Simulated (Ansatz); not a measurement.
CdIn2O4 (Fd-3m) from a database structure: a band-structure calculation in the PAW code Ansatz (PBE). Cell and atoms come from a relaxation with r2SCAN.

Input (YAML):
```yaml
crystal:
  lattice:
    - [0.0, 4.600364495, 4.600364495]
    - [4.600364495, 0.0, 4.600364495]
    - [4.600364495, 4.600364495, 0.0]
  atoms:
    - { symbol: Cd, position: [0.25, 0.25, 0.25] }
    - { symbol: Cd, position: [0.0, 0.0, 0.0] }
    - { symbol: In, position: [0.125, 0.625, 0.625] }
    - { symbol: In, position: [0.625, 0.625, 0.625] }
    - { symbol: In, position: [0.625, 0.125, 0.625] }
    - { symbol: In, position: [0.625, 0.625, 0.125] }
    - { symbol: O, position: [0.8618762728, 0.8618762728, 0.8618762728] }
    - { symbol: O, position: [0.8356288185, 0.3881237272, 0.3881237272] }
    - { symbol: O, position: [0.3881237272, 0.3881237272, 0.8356288185] }
    - { symbol: O, position: [0.3881237272, 0.8356288185, 0.3881237272] }
    - { symbol: O, position: [0.8618762728, 0.8618762728, 0.4143711815] }
    - { symbol: O, position: [0.8618762728, 0.4143711815, 0.8618762728] }
    - { symbol: O, position: [0.3881237272, 0.3881237272, 0.3881237272] }
    - { symbol: O, position: [0.4143711815, 0.8618762728, 0.8618762728] }
kpoints:
  mp_grid: { grid: [6, 6, 6] }
  band_path:
    path:
      - [[0.0, 0.0, 0.0], [0.5, 6.325444701371e-35, 0.5], [0.625, 0.25, 0.625]]
      - [[0.375, 0.375, 0.75], [0.0, 0.0, 0.0], [0.5, 0.5, 0.5], [0.5, 0.25, 0.75], [0.5, 6.325444701371e-35, 0.5]]
    npoints: 10
hamiltonian:
  xc: pbe
scf:
  occupations: { method: fermi_dirac, width: 0.02 }
  n_extra_bands: 7
output:
  forces: true
  stress: true
  eigenvalues: true
```

It took 5.6 s on 1 × NVIDIA H100 80GB HBM3 with 2 threads of AMD EPYC 7R13 Processor (Zen 3) (shared host), load about 3.1 per core; peak host memory 1.3 GiB.

Q: Predict the output.

A: What the program printed (shortened):
```
scf.n_extra_bands = 7 over 70 filled bands (N_el = 140.0): the run solves 77 bands
Functional definition: PBE
Crystal: 14 atoms, lattice volume = 194.718 Å³
Basis set: ecut = 420 eV, 3839 PW (Γ)
Symmetry: 48 space group operations
Space group: Fd-3m (ITA 227)
k-points: 16 of 216
preconditioner: auto → Resta (q_TF=auto, 2.582 Å⁻¹)  ε∞=5.8  [insulator: Δε(μ)=1.055 eV  σ=0.020 eV  ℏωp=29.6 eV]
SCF 1 converged in 6 iterations: F = -43439.979460 eV  dr2 = 3.58e-8
SCF converged after 6 iterations
Free energy (F): -43439.979460 eV
Fermi energy:    9.116527 eV
--- Forces (eV/Å), atoms counted from 1 ---
  atom   1  Cd      0.00000      0.00000      0.00000
  atom   2  Cd      0.00000      0.00000      0.00000
  atom   3  In      0.00000      0.00000      0.00000
  atom   4  In      0.00000      0.00000      0.00000
  atom   5  In      0.00000      0.00000      0.00000
  atom   6  In      0.00000      0.00000      0.00000
  atom   7  O       0.11238      0.11238      0.11238
  atom   8  O     -0.11238      0.11238      0.11238
  atom   9  O       0.11238      0.11238    -0.11238
  atom  10  O       0.11238    -0.11238      0.11238
  atom  11  O     -0.11238    -0.11238      0.11238
  atom  12  O     -0.11238      0.11238    -0.11238
  atom  13  O     -0.11238    -0.11238    -0.11238
  atom  14  O       0.11238    -0.11238    -0.11238
--- Stress (GPa, compression-positive) ---
        5.426307       0.000000       0.000000
        0.000000       5.426307       0.000000
        0.000000       0.000000       5.426307
  P = ⅓ Tr σ = 5.4263 GPa (54.263 kbar)
```
The trailing digits, and the zero of the energies, depend on the potentials and thresholds.

Levels along the path, in eV from the valence top (v1 is the last filled band, c1 the first empty one):
```csv
point,distance (1/Å),v3,v2,v1,c1,c2,c3
Γ,0.00,-0.10,-0.06,-0.06,1.07,5.07,5.75
·,0.34,-0.17,-0.09,-0.07,2.57,5.38,5.87
X,0.68,-0.20,-0.08,-0.08,4.55,4.55,6.04
·,0.80,-0.26,-0.12,-0.05,4.60,4.61,5.56
U,0.92,-0.36,-0.19,-0.01,4.75,4.75,4.88
K,0.92,-0.36,-0.19,-0.01,4.75,4.75,4.88
·,1.21,-0.32,-0.21,-0.02,3.06,5.19,5.45
·,1.58,-0.10,-0.07,-0.07,1.18,5.10,5.77
Γ,1.65,-0.10,-0.06,-0.06,1.07,5.07,5.75
·,1.89,-0.17,-0.05,-0.05,1.90,5.16,5.89
·,2.18,-0.29,0.00,0.00,3.52,4.16,5.96
L,2.24,-0.30,0.00,0.00,3.77,3.92,5.97
·,2.43,-0.26,-0.17,-0.02,4.06,4.16,5.75
·,2.67,-0.52,-0.15,-0.10,4.82,4.90,5.14
W,2.72,-0.55,-0.13,-0.13,4.94,4.94,5.15
·,2.86,-0.39,-0.10,-0.10,4.72,4.72,5.48
·,3.03,-0.21,-0.08,-0.08,4.55,4.55,6.01
X,3.06,-0.20,-0.08,-0.08,4.55,4.55,6.04
```

With PBE the valence top lies at L and the conduction bottom at Γ, 1.07 eV higher; the smallest vertical gap, at Γ, is 1.13 eV. The gap is the least over the mesh and the extra points. The mean pressure at these positions is +5.43 GPa, compression counted positive. The largest force is 0.19 eV/Å.

The values are computed, spin-unpolarised, and not measurements.

The runs are scalar-relativistic, without spin-orbit coupling.
